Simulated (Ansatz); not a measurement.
K4Cl3: stable or not

The structure comes from a generated guess, relaxed at this level; another structure or a mixture of phases may lie lower.

Theory: DFT PBE, scalar-relativistic, plane waves, PAW (Ansatz 0.2.0). The final run on the 7-atom cell used 420 eV, a Γ-centred 6×6×8 mesh, 0.10 eV smearing and no spin polarisation.

```
K Cl
1.0
     9.44215    0.00000    0.00000
    -4.72107    8.17714    0.00000
     0.00000    0.00000    4.39240
K Cl
4 3
Direct
  0.17495 0.82505 0.50000
  0.17495 0.34989 0.50000
  0.65011 0.82505 0.50000
  0.66667 0.33333 0.00000
  0.81438 0.18562 0.50000
  0.81438 0.62875 0.50000
  0.37125 0.18562 0.50000
```

The zero of energy is the elements' standard structures at the same level (Cl₂ as a molecule); no fitted shifts are applied.

Question: These tests were run: energy against the elements; phonons on a 1×1×2 q mesh. What do they show?

Answer:

| test | result |
| --- | --- |
| energy against the elements | −1.52 eV/atom |
| phonons on a 1×1×2 q mesh | imaginary modes down to 42i cm⁻¹ |

It fails one test: phonons on a 1×1×2 q mesh. So it isn't even a local minimum.

An odd number of electrons in the primitive cell allows no gap without spin; a larger cell or a magnetic state could open one. The run for the phonons used a 6×6×8 k mesh and Fermi–Dirac smearing of 0.15 eV.
